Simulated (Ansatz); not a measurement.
# Effect of pressure 60 GPa on GeO2

Base system: GeO$_{2}$ in the rutile structure (space group P4_2/mnm, No. 136; a = 4.488 Å, c = 2.905 Å).

The change: a hydrostatic pressure of 60 GPa.

Method: Kohn–Sham DFT with the PBE functional, run in Ansatz (an electronic-structure program) with PAW and 420 eV plane waves, scalar-relativistic without spin-orbit coupling. Γ-centred 8×8×11 mesh, Fermi–Dirac width 0.05 eV.

The volume per atom shrinks by 1.65 Å³ (9.75 Å³ → 8.10 Å³) and the density goes up by 1.21 g/cm³, from 5.94 g/cm³ to 7.15 g/cm³. The lattice parameter a falls by 0.3180 Å to 4.169 Å and the c/a ratio grows by 0.0234 (0.647 → 0.671). The enthalpy H = E + PV relative to the base's energy is +3.29 eV/atom and the band gap goes up by 2.54 eV to 3.77 eV. The gap character stays direct at Γ and the width of the top valence band rises by 0.43 eV (1.79 eV → 2.22 eV). The electron mass changes from 0.19 mₑ along c, 0.22 mₑ across (at Γ) to 0.29 mₑ along c, 0.37 mₑ across (at Γ) and the valence-band top at Γ (three highest levels, from the VBM) changes from 0.00, -0.79, -0.79 eV to 0.00, -0.90, -0.90 eV.

Final structure:

```xyz
6
Lattice="4.1695 0.0000 0.0000 0.0000 4.1695 0.0000 0.0000 0.0000 2.7968" Properties=species:S:1:pos:R:3 pbc="T T T"
Ge     0.0000     0.0000     0.0000
Ge     2.0847     2.0847     1.3984
O      1.2625     1.2625     0.0000
O      3.3472     0.8223     1.3984
O      0.8223     3.3472     1.3984
O      2.9070     2.9070     0.0000
```

Load acts through the strain it causes; cell and atoms are relaxed under it. Effective masses come from finite differences of ±0.01 Å⁻¹. Whether these cells are dynamically stable was not tested. No other phases were tried under pressure.
